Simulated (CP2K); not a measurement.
Crystal: CdSe.

```
CELL_PARAMETERS angstrom
4.34202 0.00000 0.00000
2.17101 3.76030 0.00000
2.17101 1.25343 3.54524
ATOMIC_POSITIONS crystal
Cd 0.00000 0.00000 0.00000
Se 0.25000 0.25000 0.25000
```

Measurements of this composition are mostly on another form, of space group No. 186.

Base run:

| Item | Value |
| --- | --- |
| Program | CP2K 2026.2 |
| Functional | r2SCAN |
| Potentials or basis | POTENTIAL_UZH Cd GTH-PBE-q12, Se GTH-PBE-q6; TZVP-MOLOPT-PBE-GTH basis |
| Density cutoff | 9184 eV |
| k mesh | 8 × 8 × 8 |
| Occupations | fermi-dirac, width 0.05 eV |
| Spin | no spin polarisation |

Its results: band gap on the k mesh 0.68 eV, direct; pressure -0.7 GPa.

Problem. The run is repeated on the same cell with these changes: functional from r2SCAN to RPBE. What comes out?

Solution. Band gap on the k mesh 0.70 eV, direct; pressure 3.2 GPa.

Caveats: the potentials were made for another functional, which shifts forces and pressure; the basis of atomic orbitals isn't converged, which shifts pressures, moduli and gaps.
